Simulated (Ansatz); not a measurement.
Structure relaxation of NaI

Method: DFT PBE, scalar-relativistic, plane waves, PAW (Ansatz 0.2.0). Cutoff 420 eV, Γ-centred k mesh, Gaussian smearing, no spin polarisation in the final step.

This is the end of a relaxation of cell and atoms.

```xyz
2
Lattice="4.0622 0.0000 0.0000 0.0000 4.0622 0.0000 0.0000 0.0000 4.0622" Properties=species:S:1:pos:R:3 pbc="T T T"
Na    0.0000    0.0000    0.0000
I     2.0311    2.0311    2.0311
```

Energies over the elements count from the elements' standard structures at the same level, with no empirical corrections.

Question: What space group does it have?

Answer: Pm-3m (No. 221). Conventional cell: a = 4.062 Å. Na is coordinated by 8 I at 3.52 Å and 6 Na at 4.06 Å; around I lie 8 Na at 3.52 Å and 6 I at 4.06 Å.

Question: How far does it lie from the elements in energy?

Answer: -1.124 eV/atom.

Question: Is it a metal?

Answer: No, the gap on the 8×8×8 mesh is 2.28 eV.

The final run used a 8×8×8 mesh on its 2-atom cell and 0.02 eV smearing. Spin–orbit coupling is left out. The cell came from a trial start, so NaI may not exist in this structure.

Cost: 2 runs of about 0.28 core-minutes in all, on Intel Xeon Platinum 8259CL (Skylake/Cascade Lake) (shared hosts).